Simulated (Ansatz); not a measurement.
Runs of Ansatz 0.2.0 on Cu. The typed cell holds 1 atom: a = 2.479 Å, b = 2.477 Å, c = 2.450 Å, α = 108.63°, β = 107.81°, γ = 112.70°. This isn't the form of Cu at room conditions, which is fcc.

| task | level | k mesh | cutoff (eV) | points for each segment of the path | mesh quality | gap on the mesh (eV) | pressure (GPa) |
| --- | --- | --- | --- | --- | --- | --- | --- |
| projected density of states | PBEsol | 8 × 8 × 7 | 420 | - | coarse | none | (a) |
| band structure | LDA | 13 × 13 × 13 | 420 | 14 | not flagged | none | -7.7 |
| projected density of states | HSE06 | 8 × 8 × 7 | 420 | - | coarse | none | - |
| projected density of states | LDA | 8 × 8 × 7 | 420 | - | coarse | none | -7.8 |
| projected density of states | r2SCAN | 8 × 8 × 7 | 500 | - | coarse | none | 0.3 |

Alike in all rows: potentials or basis Ansatz PAW; no spin polarisation; cell sheared at random, sigma 0.01, atoms nudged by 0.01 Å; smearing fermi-dirac 0.05 eV.

Q: Fill in the values left out.

A: (a) -1.4.

Caveats: some runs use coarse meshes; the PAW data sets come from PBE, with cores solved anew for the run's functional, which leaves a small shift of forces and pressure; the density of states is complete only up to the lowest level of the last band computed (some runs).

A k mesh can miss the band edges.

A gap of «none» marks a metal or a gap under the smearing width.

Not every run made on this cell is shown here.
